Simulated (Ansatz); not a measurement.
# Random displacements in SnO₂

Computed with DFT r2SCAN, scalar-relativistic, plane waves, PAW in Ansatz 0.2.0. Cutoff 500 eV, Γ-centred 10×10×10 k-points, Gaussian smearing of 0.05 eV. No spin polarisation. Energies are free energies at this smearing, counted from the undisturbed cell; pressure is positive in compression.

The undisturbed cell (as given, not relaxed at this level; this form isn't the usual structure):

```xyz
6
Lattice="-2.0001 2.0001 5.1237 2.0001 -2.0001 5.1237 2.0001 2.0001 -5.1237" Properties=species:S:1:pos:R:3 pbc="T T T"
Sn    0.0000    2.0001    2.5618
Sn    0.0000    0.0000    0.0000
O     0.0000    0.0000    8.1623
O     0.0000    2.0001    4.6469
O     0.0000    0.0000    2.0851
O     0.0000    2.0001    0.4767
```

The atoms are displaced (Å, in the unstrained cell):

```
atom ux uy uz
 Sn1   0.014  -0.016  -0.032
 Sn2   0.009  -0.022   0.010
  O3  -0.035   0.027  -0.003
  O4  -0.004   0.001  -0.022
  O5   0.013   0.007   0.003
  O6   0.003   0.002   0.044
```

Strain (Voigt, engineering shear): (0.0035, 0.0068, -0.0086, 0.0072, 0.0298, 0.0098).

**Question.** What are the energy change, the stress and the forces?

**Answer.** ΔE = 19.2 meV/atom; stress (xx, yy, zz, yz, xz, xy; compression positive) (-2.18, 0.03, 3.51, -1.00, -3.02, -0.32) GPa; gap on the mesh 2.27 eV.
```tsv
atom	Fx (eV/Å)	Fy	Fz
Sn1	-0.33	0.29	1.25
Sn2	-0.50	0.44	-0.44
O3	1.10	-0.10	0.01
O4	-0.12	-0.05	0.32
O5	-0.08	-0.36	0.05
O6	-0.08	-0.22	-1.18
```

Cost: 1 run of about 3.9 core-minutes, on Arm Neoverse V2 (shared hosts).